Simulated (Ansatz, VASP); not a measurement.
AlN: VASP beside Ansatz

POSCAR

```
AlN
1.0
    0.0000000000      2.0390571367      2.0037993240
    2.0390571367      0.0000000000      2.0037993240
    2.0390571367      2.0390571367      0.0000000000
Al N
1 1
Direct
    0.0000000000      0.0000000000      0.0000000000
    0.5000000000      0.5000000000      0.5000000000
```

File INCAR.step1:

```
SYSTEM = AlN
ALGO     = Normal         ! electronic algorithm
EDIFF    = 1E-4           ! SCF threshold, eV
ENCUT    = 520            ! plane-wave cutoff, eV
GGA      = PE             ! functional
ISMEAR   = 0              ! smearing method
LASPH    = .True.         ! aspherical terms in the spheres
LCHARG   = .False.        ! write CHGCAR
LREAL    = .False.        ! projectors in reciprocal space
LWAVE    = .True.         ! write WAVECAR
NBANDS   = 11             ! bands
NELM     = 100            ! most SCF steps
PREC     = Accurate       ! precision mode
SIGMA    = 0.01           ! smearing width, eV
```

File INCAR.step2:

```
SYSTEM = AlN
ALGO     = Normal         ! electronic algorithm
EDIFF    = 1E-6           ! SCF threshold, eV
ENCUT    = 520            ! plane-wave cutoff, eV
ISIF     = 2              ! what is computed and relaxed
ISMEAR   = 0              ! smearing method
ISTART   = 1            
LASPH    = .True.         ! aspherical terms in the spheres
LCHARG   = .True.         ! write CHGCAR
LELF     = .True.         ! ELF
LMIXTAU  = .True.       
LREAL    = .False.        ! projectors in reciprocal space
LVHAR    = .True.       
LWAVE    = .False.        ! write WAVECAR
METAGGA  = R2SCAN         ! meta-GGA
NBANDS   = 11             ! bands
NELM     = 100            ! most SCF steps
PREC     = Accurate       ! precision mode
SIGMA    = 0.01           ! smearing width, eV
```

The input KPOINTS:

```
k-points
0
Gamma
  10 10 10
  0 0 0
```

Input for Ansatz:

```yaml
crystal:
  lattice:
    - [0.0, 2.0390571367, 2.003799324]
    - [2.0390571367, 0.0, 2.003799324]
    - [2.0390571367, 2.0390571367, 0.0]
  atoms:
    - { symbol: Al, position: [0.0, 0.0, 0.0] }
    - { symbol: "N", position: [0.5, 0.5, 0.5] }
kpoints:
  mp_grid: { grid: [10, 10, 10] }
  band_path:
    path:
      - [0.0, 0.0, 0.0]
      - [0.5, 0.0, 0.5]
      - [0.625, 0.25, 0.625]
      - [0.375, 0.375, 0.75]
      - [0.5, 0.5, 0.5]
      - [0.5, 0.25, 0.75]
      - [0.5, 0.5, 0.0]
    npoints: 1
hamiltonian:
  xc: r2scan
scf:
  occupations: { method: fixed }
  n_extra_bands: 4
output:
  forces: true
  stress: true
  eigenvalues: true
  write_density: true
  write_potential: true
  elf: true
  volumetric_format: npy
```

Change from the starting cell: epitaxial_xy strain +1.0%.

Alike in both runs: task single point; functional r2SCAN; k mesh 10 × 10 × 10; no spin polarisation.

```csv
,VASP,Ansatz
version,VASP 6.6.1,Ansatz 0.2.0
potentials or method,"VASP PAW PBE potentials, release 64 (Al, N)","plane waves, PAW"
plane-wave cutoff (eV),520,500
occupations,"gaussian, width 0.01 eV",fixed
valence electrons in the cell,8,8
```

|  | VASP | Ansatz | Ansatz less VASP |
| --- | --- | --- | --- |
| gap on the k mesh at the Fermi level (eV) | 5.26 | 5.25 | -0.004 |
| pressure (GPa) | -4.0 | -3.2 | +0.79 |
| largest component of the traceless stress (GPa) | 3.23 | 3.17 | -0.061 |

Caveats: the PAW data sets were made with another functional, which shifts forces and pressure a little (VASP). A k mesh can miss the band edges.
